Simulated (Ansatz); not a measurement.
A run of Ansatz 0.2.0:

Contents of input:

```
crystal:
  lattice:
    - [3.559, 0.0, 0.0]
    - [-1.7795, 3.0821844121, 0.0]
    - [0.0, 0.0, 6.22]
  atoms:
    - { symbol: Se, position: [0.6666666667, 0.3333333333, 0.75] }
    - { symbol: Se, position: [0.3333333333, 0.6666666667, 0.25] }
    - { symbol: Ti, position: [0.0, 0.0, 0.5] }
    - { symbol: Ti, position: [0.0, 0.0, 0.0] }
hamiltonian:
  xc: hse06
  pseudopotentials: { kind: paw }
kpoints:
  mp_grid: { grid: [5, 5, 3] }
  band_path:
    path:
      - [[0.0, 0.0, 0.0], [0.5, 0.0, 0.0], [0.3333333333, 0.3333333333, 0.0], [0.0, 0.0, 0.0], [0.0, 0.0, 0.5], [0.5, 0.0, 0.5], [0.3333333333, 0.3333333333, 0.5], [0.0, 0.0, 0.5]]
      - [[0.5, 0.0, 0.5], [0.5, 0.0, 0.0]]
      - [[0.3333333333, 0.3333333333, 0.0], [0.3333333333, 0.3333333333, 0.5]]
    npoints: 4
scf:
  occupations: { method: fermi_dirac, width: 0.05 }
  n_extra_bands: 10
output:
  forces: true
  stress: true
  eigenvalues: true
  fatbands: false
```

Hardware: 1 × NVIDIA H100 80GB HBM3 with 2 threads of AMD EPYC 7R13 Processor (Zen 3), on a shared host.

How long does it take, and how much memory?

It took 68 s on 1 × NVIDIA H100 80GB HBM3 with 2 threads of AMD EPYC 7R13 Processor (Zen 3) (shared host), peak memory 2.2 GiB. Counts: scf iterations 23, plane waves 1299, k points 10, bands 38.
